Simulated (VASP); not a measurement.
# MgO (Fm-3m) in VASP: notebook, part 2 of 2

VASP 6.6.1.

**4. Band structure, r2SCAN**

The input, INCAR:

```
SYSTEM = MgO
PREC = Accurate ; ENCUT = 520
EDIFF = 1E-7 ; ISMEAR = 0
SIGMA = 0.02 ; LREAL = .FALSE.
LASPH = .TRUE. ; NELM = 100
ALGO = Normal ; ISIF = 2
LWAVE = .FALSE. ; LCHARG = .FALSE.
METAGGA = R2SCAN ; LMIXTAU = .TRUE.
```

The input, KPOINTS:

```
Automatic mesh
0
G
  10 10 10
  0 0 0
```

The input, POSCAR:

```
MgO
1.0
    0.0000000000      2.0970013927      2.0970013927
    2.0970013927      0.0000000000      2.0970013927
    2.0970013927      2.0970013927      0.0000000000
Mg O
1 1
Direct
    0.0000000000      0.0000000000      0.0000000000
    0.5000000000      0.5000000000      0.5000000000
```

The input, KPOINTS_OPT:

```
path GXWKGLUWLK,UX
10
line-mode
reciprocal
 0.0000000000  0.0000000000  0.0000000000  G
 0.5000000000  0.0000000000  0.5000000000  X

 0.5000000000  0.0000000000  0.5000000000  X
 0.5000000000  0.2500000000  0.7500000000  W

 0.5000000000  0.2500000000  0.7500000000  W
 0.3750000000  0.3750000000  0.7500000000  K

 0.3750000000  0.3750000000  0.7500000000  K
 0.0000000000  0.0000000000  0.0000000000  G

 0.0000000000  0.0000000000  0.0000000000  G
 0.5000000000  0.5000000000  0.5000000000  L

 0.5000000000  0.5000000000  0.5000000000  L
 0.6250000000  0.2500000000  0.6250000000  U

 0.6250000000  0.2500000000  0.6250000000  U
 0.5000000000  0.2500000000  0.7500000000  W

 0.5000000000  0.2500000000  0.7500000000  W
 0.5000000000  0.5000000000  0.5000000000  L

 0.5000000000  0.5000000000  0.5000000000  L
 0.3750000000  0.3750000000  0.7500000000  K

 0.6250000000  0.2500000000  0.6250000000  U
 0.5000000000  0.0000000000  0.5000000000  X
```

Potentials or basis: VASP PAW PBE potentials, release 64 (Mg, O).

Launch:

```console
> cat potpaw_PBE.64/Mg/POTCAR potpaw_PBE.64/O/POTCAR > POTCAR
> mpirun -np 1 vasp_std > vasp.out
```

OUTCAR:

```text
SYSTEM = MgO
   PREC = Accurate
   ENCUT = 520
   EDIFF = 1E-7
   ISMEAR = 0
   LREAL = .FALSE.
   LASPH = .TRUE.
   NELM = 100
   ISIF = 2
   METAGGA = R2SCAN

 ion  position               nearest neighbor table
   1  0.000  0.000  0.000-   2 2.10   2 2.10   2 2.10   2 2.10   2 2.10   2 2.10
   2  0.500  0.500  0.500-   1 2.10   1 2.10   1 2.10   1 2.10   1 2.10   1 2.10

  LATTYP: Found a face centered cubic cell.
 ALAT       =     4.1940027854

  Lattice vectors:

 A1 = (   0.0000000000,   2.0970013927,   2.0970013927)
 A2 = (   2.0970013927,   0.0000000000,   2.0970013927)
 A3 = (   2.0970013927,   2.0970013927,   0.0000000000)

Analysis of symmetry for initial positions (statically):
=====================================================================
 Subroutine PRICEL returns:
 Original cell was already a primitive cell.

 Routine SETGRP: Setting up the symmetry group for a
 face centered cubic supercell.

 Subroutine GETGRP returns: Found 48 space group operations
 (whereof 48 operations were pure point group operations)
 out of a pool of 48 trial point group operations.

The static configuration has the point symmetry O_h .

Analysis of symmetry for dynamics (positions and initial velocities):
=====================================================================
 Subroutine PRICEL returns:
 Original cell was already a primitive cell.

 Routine SETGRP: Setting up the symmetry group for a
 face centered cubic supercell.

 Subroutine GETGRP returns: Found 48 space group operations
 (whereof 48 operations were pure point group operations)
 out of a pool of 48 trial point group operations.

The dynamic configuration has the point symmetry O_h .

 Subroutine INISYM returns: Found 48 space group operations
 (whereof 48 operations are pure point group operations),
 and found     1 'primitive' translations

----------------------------------------------------------------------------------------

                                     Primitive cell

  volume of cell :      18.4428

  direct lattice vectors                    reciprocal lattice vectors
     0.000000000  2.097001393  2.097001393    -0.238435702  0.238435702  0.238435702
     2.097001393  0.000000000  2.097001393     0.238435702 -0.238435702  0.238435702
     2.097001393  2.097001393  0.000000000     0.238435702  0.238435702 -0.238435702

  length of vectors
     2.965607810  2.965607810  2.965607810     0.412982751  0.412982751  0.412982751

  position of ions in fractional coordinates (direct lattice)
     0.000000000  0.000000000  0.000000000
     0.500000000  0.500000000  0.500000000

  ion indices of the primitive-cell ions
   primitive index   ion index
                 1           1
                 2           2

----------------------------------------------------------------------------------------

 KPOINTS: Automatic mesh

Automatic generation of k-mesh.
 Grid dimensions read from file:
 generate k-points for:   10   10   10

 Generating k-lattice:

  Cartesian coordinates                     Fractional coordinates (reciprocal lattice)
    -0.023843570  0.023843570  0.023843570     0.100000000  0.000000000  0.000000000
     0.023843570 -0.023843570  0.023843570     0.000000000  0.100000000  0.000000000
     0.023843570  0.023843570 -0.023843570     0.000000000  0.000000000  0.100000000

  Length of vectors
     0.041298275  0.041298275  0.041298275

  Shift w.r.t. Gamma in fractional coordinates (k-lattice)
     0.000000000  0.000000000  0.000000000

 Subroutine IBZKPT returns following result:
 ===========================================

 Found     47 irreducible k-points:

 Following reciprocal coordinates:
            Coordinates               Weight
  0.000000  0.000000  0.000000      1.000000
  0.100000  0.000000  0.000000      8.000000
  0.200000  0.000000  0.000000      8.000000
  0.300000  0.000000  0.000000      8.000000
  0.400000  0.000000  0.000000      8.000000
  0.500000  0.000000  0.000000      4.000000
[... 16 lines left out ...]
  0.300000  0.300000  0.000000      6.000000
  0.400000  0.300000  0.000000     24.000000
 [... further k-points ...]
   k-points           NKPTS =     47   k-points in BZ     NKDIM =     47   number of bands    NBANDS=      8
   number of dos      NEDOS =    301   number of ions     NIONS =      2
   total plane-waves  NPLWV =  13824
   dimension x,y,z NGX =    24 NGY =   24 NGZ =   24
   dimension x,y,z NGXF=    48 NGYF=   48 NGZF=   48
   ions per type =               1   1
   NGX,Y,Z   is equivalent  to a cutoff of  13.45, 13.45, 13.45 a.u.
   NGXF,Y,Z  is equivalent  to a cutoff of  26.91, 26.91, 26.91 a.u.
 SYSTEM =  MgO
   PREC   = accura    normal or accurate (medium, high low for compatibility)
   ISTART =      0    job   : 0-new  1-cont  2-samecut
   ICHARG =      2    charge: 1-file 2-atom 10-const
   ISPIN  =      1    spin polarized calculation?
   LNONCOLLINEAR =      F non collinear calculations
   LSORBIT =      F    spin-orbit coupling
   LASPH  =      T    aspherical Exc in radial PAW
   ENCUT  =  520.0 eV  38.22 Ry    6.18 a.u.   5.51  5.51  5.51*2*pi/ulx,y,z
   NELM   =    100;   NELMIN=  2; NELMDL= -5     # of ELM steps
   EDIFF  = 0.1E-06   stopping-criterion for ELM
   LREAL  =      F    real-space projection
   EDIFFG = 0.1E-05   stopping-criterion for IOM
   NSW    =      0    number of steps for IOM
   IBRION =     -1    ionic relax: 0-MD 1-quasi-New 2-CG
   NFREE  =      0    steps in history (QN), initial steepest desc. (CG)
   ISIF   =      2    stress and relaxation
   ISYM   =      2    0-nonsym 1-usesym 2-fastsym
   POTIM  = 0.5000    time-step for ionic-motion
   TEBEG  =    0.0;   TEEND  =   0.0 temperature during run
   PSTRESS=    0.0 pullay stress
   NELECT =       8.0000    total number of electrons
   NUPDOWN=      -1.0000    fix difference up-down
   EMIN   =  10.00;   EMAX   =-10.00  energy-range for DOS
   EFERMI =   0.00;   METHOD = LEGACY
   ISMEAR =     0;   SIGMA  =   0.02  broadening in eV -4-tet -1-fermi 0-gaus
   EFERMI_NEDOS =   21; number of points for ismear=-14 and -15
   IALGO  =     38    algorithm
   IMIX   =      4    mixing-type and parameters
     AMIX     =   0.40;   BMIX     =  1.00
     AMIX_MAG =   1.60;   BMIX_MAG =  1.00
  volume/ion in A,a.u.               =       9.22        62.23
  Fermi-wavevector in a.u.,A,eV,Ry     =   1.239261  2.341864 20.895389  1.535768
  Thomas-Fermi vector in A             =   2.373752
   LORBIT       =      0    0 simple, 1 ext, 2 COOP (PROOUT), +10 PAW based schemes
   METAGGA = R2SCAN    functional components
   LHFCALC =     F    Hartree Fock is set to
   AEXX    =    0.0000 exact exchange contribution
   IVDW    =     0    specifies the selected vdW correction
   LEPSILON=     F    determine dielectric tensor
   LRPA    =     F    only Hartree local field effects (RPA)
 non-spin polarized calculation
 Gauss-broadening in eV      SIGMA  =   0.02
  energy-cutoff  :      520.00
  volume of cell :       18.44
 maximum number of plane-waves:       531
 NGX is ok and might be reduce to    24
   NGX = 11   NGY = 11   NGZ = 11

 number of electron       8.0000004 magnetization

 Free energy of the ion-electron system (eV)
  ---------------------------------------------------
  ext. energy  EPLUGINS =         0.00000000
  ---------------------------------------------------
  free energy    TOTEN  =       -16.16133613 eV

  energy without entropy =      -16.16133613  energy(sigma->0) =      -16.16133613

 E-fermi :   3.0472     XC(G=0): -11.6615

 val. band max:        2.8710330969   @ k =   0.0000   0.0000   0.0000
 cond. band min:       8.6065038388   @ k =   0.0000   0.0000   0.0000
 fundamental gap:      5.7354707419
 Fermi energy:         3.0471642302

 k-point     1 :       0.0000    0.0000    0.0000
  band No.  band energies     occupation
      1     -15.3959      2.00000
      2       2.8710      2.00000
      3       2.8710      2.00000
      4       2.8710      2.00000
      5       8.6065      0.00000
      6      19.7805      0.00000
      7      19.7805      0.00000
      8      19.7805      0.00000
[... 243 lines left out ...]
 k-point    24 :       0.4000    0.3000    0.0000
  band No.  band energies     occupation
      1     -14.1610      2.00000
      2      -0.7497      2.00000
      3       1.5337      2.00000
      4       1.7505      2.00000
      5      13.5706      0.00000
      6      14.0697      0.00000
      7      17.7864      0.00000
      8      22.5183      0.00000

 [... further k-points ...]

------------------------ aborting loop because EDIFF is reached ----------------------------------------

  FORCE on cell =-STRESS in cart. coord.  units (eV):
  Direction    XX          YY          ZZ          XY          YZ          ZX
  --------------------------------------------------------------------------------------
  -------------------------------------------------------------------------------------
  Total        0.0124361      0.0124361      0.0124361      0.0000000     -0.0000000      0.0000000
  in kB        1.0803618      1.0803618      1.0803618      0.0000000     -0.0000000      0.0000000
  external PRESSURE =       1.0803618 kB  Pullay stress =       0.0000000 kB

 VOLUME and BASIS-vectors are now :
 -----------------------------------------------------------------------------
  energy-cutoff  :      520.00
  volume of cell :       18.44
      direct lattice vectors                 reciprocal lattice vectors
     0.000000000  2.097001393  2.097001393    -0.238435702  0.238435702  0.238435702
     2.097001393  0.000000000  2.097001393     0.238435702 -0.238435702  0.238435702
     2.097001393  2.097001393  0.000000000     0.238435702  0.238435702 -0.238435702

 POSITION                                       TOTAL-FORCE (eV/Angst)
 -----------------------------------------------------------------------------------
      0.00000      0.00000      0.00000        -0.000000     -0.000000     -0.000000
      2.09700      2.09700      2.09700         0.000000      0.000000      0.000000
 -----------------------------------------------------------------------------------
    total drift:                               -0.000000     -0.000000      0.000000

  FREE ENERGIE OF THE ION-ELECTRON SYSTEM (eV)
  ---------------------------------------------------
  free  energy   TOTEN  =       -16.1613361324 eV

  energy  without entropy=      -16.1613361324  energy(sigma->0) =      -16.16133613
```

Run time: 36 s. Hardware: 1 thread of Intel Xeon Platinum 8488C (Sapphire Rapids), shared host; peak memory 0.15 GiB.

What came out:

```yaml
Free_energy: -16.1613 eV
Pressure: 0.1 GPa
Band_gap_on_the_k_mesh: 5.74 eV, direct
Band_gap_along_the_path: 5.74 eV, direct
```

Levels at the corners of the path, in eV from the valence-band top:
```
point  band 1  band 2  band 3  band 4  band 5  band 6  band 7  band 8
    Γ  -18.27    0.00    0.00    0.00    5.74   16.91   16.91   16.91
    X  -16.73   -4.15   -1.39   -1.39   10.05   11.21   14.43   20.58
    X  -16.73   -4.15   -1.39   -1.39   10.05   11.21   14.43   20.58
    W  -16.68   -3.01   -3.01   -1.80   12.79   12.79   13.51   16.83
    W  -16.68   -3.01   -3.01   -1.80   12.79   12.79   13.51   16.83
    K  -16.72   -3.55   -2.75   -1.19   11.12   13.08   13.78   19.62
    K  -16.72   -3.55   -2.75   -1.19   11.12   13.08   13.78   19.61
    Γ  -18.27    0.00    0.00    0.00    5.74   16.91   16.91   16.91
    Γ  -18.27    0.00    0.00    0.00    5.74   16.91   16.91   16.91
    L  -16.99   -4.67   -0.69   -0.69    8.89   13.96   17.56   17.56
    L  -16.99   -4.67   -0.69   -0.69    8.89   13.96   17.56   17.56
    U  -16.72   -3.55   -2.75   -1.19   11.12   13.08   13.78   19.62
    U  -16.72   -3.55   -2.75   -1.19   11.12   13.08   13.78   19.61
    W  -16.68   -3.01   -3.01   -1.80   12.79   12.79   13.51   16.83
    W  -16.68   -3.01   -3.01   -1.80   12.79   12.79   13.51   16.83
    L  -16.99   -4.67   -0.69   -0.69    8.89   13.96   17.56   17.56
    L  -16.99   -4.67   -0.69   -0.69    8.89   13.96   17.56   17.56
    K  -16.72   -3.55   -2.75   -1.19   11.12   13.08   13.78   19.61
    U  -16.72   -3.55   -2.75   -1.19   11.12   13.08   13.78   19.64
    X  -16.73   -4.15   -1.39   -1.39   10.05   11.21   14.43   20.58
```

Caveat: the PAW data sets were made with another functional, which shifts forces and pressure a little.

**5. Summary**

| task | level | potentials or basis | cutoff (eV) | further INCAR settings | gap on the mesh (eV) |
| --- | --- | --- | --- | --- | --- |
| band structure | PBE | VASP PAW PBE potentials, release 64 (Mg_GW, O_GW) | 450 | ALGO = Fast; EDIFF = 1e-07 | 4.85 |
| dielectric tensor | PBE | VASP PAW PBE potentials, release 64 (Mg, O) | 520 | ALGO = Fast; EDIFF = 1e-08 | 4.85 |
| band structure | r2SCAN | VASP PAW PBE potentials, release 64 (Mg, O) | 520 | ALGO = Normal; EDIFF = 1e-07 | 5.74 |

Alike in all rows: no spin polarisation; cell as given; k mesh 10 × 10 × 10; smearing gaussian 0.02 eV.

Caveats: the cutoff is under 1.25 times the usual one of these potentials, so pressure, stress and relaxed cells hold a basis-set (Pulay) error (some runs); the PAW data sets were made with another functional, which shifts forces and pressure a little (some runs).

Total energies depend on the potentials used, so only differences within one code and one set of settings carry meaning.

**6. Against experiment**

Step 2. A measured gap of MgO is 7.83 eV (quoted in “Electronic structure of alkaline earth and post-transition metal oxides”, 2009, arxiv:0908.1581); the calculated 4.85 eV misses it by -2.98 eV. The value is that of PBE, without temperature or zero-point motion. Semilocal functionals fall short of measured gaps as a rule. The cell is a database's relaxed one, not the measured one, which moves gaps too.

Step 3. Measured gap of MgO: 7.83 eV (quoted in “Electronic structure of alkaline earth and post-transition metal oxides”, 2009, arxiv:0908.1581). This calculation gives 4.85 eV (-2.98 eV). The value is that of PBE, without temperature or zero-point motion. Semilocal functionals fall short of measured gaps as a rule. The cell is a database's relaxed one, not the measured one, which moves gaps too. Against the measured high-frequency dielectric constant of MgO, 2.95 (295 K; “Infrared Optical Properties of Ferropericlase (Mg1-xFexO): Experiment and Theory”, 2007, arxiv:0704.2267), the calculated 3.12 is off by +5.6 %.

Step 4. Measured gap of MgO: 7.83 eV (quoted in “Electronic structure of alkaline earth and post-transition metal oxides”, 2009, arxiv:0908.1581). This calculation gives 5.74 eV (-2.09 eV). The value is that of r2SCAN, without temperature or zero-point motion. The cell is a database's relaxed one, not the measured one, which moves gaps too.
